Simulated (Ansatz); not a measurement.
This guess for Sc5Al is about to be relaxed.

```
Sc Al
1.0
     5.14325    0.00000    0.00000
    -2.57163    4.45419    0.00000
     0.00000    0.00000    4.70948
Sc Al
5 1
Direct
  0.00000 0.66667 0.00000
  0.66667 0.00000 0.00000
  0.33333 0.33333 0.00000
  0.33333 0.66667 0.50000
  0.66667 0.33333 0.50000
  0.00000 0.00000 0.50000
```

Level of theory: DFT PBE, scalar-relativistic, plane waves, PAW (Ansatz 0.2.0). Cutoff 420 eV, Gaussian smearing, Γ-centred meshes. Cell and atoms relax first on a coarse mesh and then on a finer one. In between, the cell is made exact in the group found at 0.06 Å. In metals the finer mesh still leaves noise of several meV/atom or more. The steps can't lower the symmetry of their start. No spin polarisation in the relaxation; trial moments died out in a coarse test.

A guess keeps its type if space group and coordination stay and the shape of the cell changes little (axis ratios within about 15 %, angles within 6°); the volume may change.

Q: Will the relaxed cell still be of the starting type?

A: It keeps its type. The symmetry stays P-62m (No. 189). The volume per atom grows by 27.1 %, from 18.0 to 22.9 Å³. The shortest distance goes from 2.91 Å (Sc–Al and Sc–Sc) to 3.05 Å (Sc–Sc). The ratio c/a of the conventional cell changes by a factor of 0.99. Counting neighbours within 15 % of an atom's shortest distance, the start has Al 12, Sc 12 and the end Al 12, Sc 12.

The last run used a 12×12×8 mesh (in the run's order of axes) for its 6-atom cell and Gaussian smearing of 0.10 eV. A structure relaxed within its symmetry needn't be a true minimum. Another cell of Sc5Al relaxed alike, in P4/mmm, lies 24 meV/atom lower, so this cell isn't the stable form at this level.
